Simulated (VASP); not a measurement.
## VASP 6.6.1 run: Si

INCAR

```
ISIF = 2
IBRION = -1
LWAVE = .FALSE.
PREC = Accurate
NELM = 120
ISMEAR = -1
NSW = 0
LCHARG = .FALSE.
GGA = PE
ENCUT = 520
NBANDS = 11
EDIFF = 1E-8
SIGMA = 0.02
LASPH = .TRUE.
LREAL = .FALSE.
```

KPOINTS

```
KPOINTS created by Atomic Simulation Environment
0
Gamma
8 8 8
0 0 0
```

POSCAR

```
Si
 1.0000000000000000
     0.0000000000000000    2.7221188960354810    2.7221188960354810
     2.7221188960354810   -0.0000000000000000    2.7221188960354810
     2.7221188960354810    2.7221188960354810   -0.0000000000000000
 Si
   2
Cartesian
 -0.0000000000000000  0.0000000000000000 -0.0000000000000000
  1.3610594480177407  1.3610594480177407  1.3610594480177407
```

The recommended PBE PAW datasets give the neutral cell 8 valence electrons.

Command

```
mpirun -np 1 vasp_std
```

Question: How does this run end, and what does it give?

Answer: It converged. Results: gap between bands v and c on the k mesh 0.63 eV; least direct gap on the k mesh 2.56 eV; pressure 1.2 GPa. Band v is the last that the valence electrons fill when counted band by band, and c is the next.

OSZICAR

```
N       E                     dE             d eps       ncg     rms          rms(c)
DAV:   1     0.612248848841E+01    0.61225E+01   -0.32798E+03   638   0.568E+02
DAV:   2    -0.104918960580E+02   -0.16614E+02   -0.16048E+02   886   0.834E+01
DAV:   3    -0.110166466765E+02   -0.52475E+00   -0.52293E+00   826   0.122E+01
DAV:   4    -0.110204620922E+02   -0.38154E-02   -0.38151E-02   770   0.126E+00
DAV:   5    -0.110204955421E+02   -0.33450E-04   -0.33449E-04   788   0.111E-01    0.484E+00
DAV:   6    -0.108984689235E+02    0.12203E+00   -0.69390E-02   719   0.108E+00    0.295E+00
DAV:   7    -0.108424703901E+02    0.55999E-01   -0.13423E-01   707   0.162E+00    0.178E-01
DAV:   8    -0.108437434430E+02   -0.12731E-02   -0.58926E-03   731   0.414E-01    0.802E-02
DAV:   9    -0.108439528865E+02   -0.20944E-03   -0.20185E-04   789   0.867E-02    0.590E-02
DAV:  10    -0.108439774894E+02   -0.24603E-04   -0.20957E-05   750   0.265E-02    0.535E-03
DAV:  11    -0.108439781292E+02   -0.63976E-06   -0.20988E-06   772   0.750E-03    0.318E-03
DAV:  12    -0.108439782586E+02   -0.12945E-06   -0.43811E-07   701   0.415E-03    0.202E-03
DAV:  13    -0.108439783061E+02   -0.47488E-07   -0.46429E-09   787   0.448E-04    0.230E-04
DAV:  14    -0.108439783140E+02   -0.78967E-08   -0.47280E-10   429   0.141E-04
   1 F= -.10843978E+02 E0= -.10843978E+02  d E =-.167730E-08
```

For comparison, a separate PBE run of the intended cell, on usual settings and not on those above, gives a gap of 0.63 eV on its mesh and a pressure of 1.2 GPa.
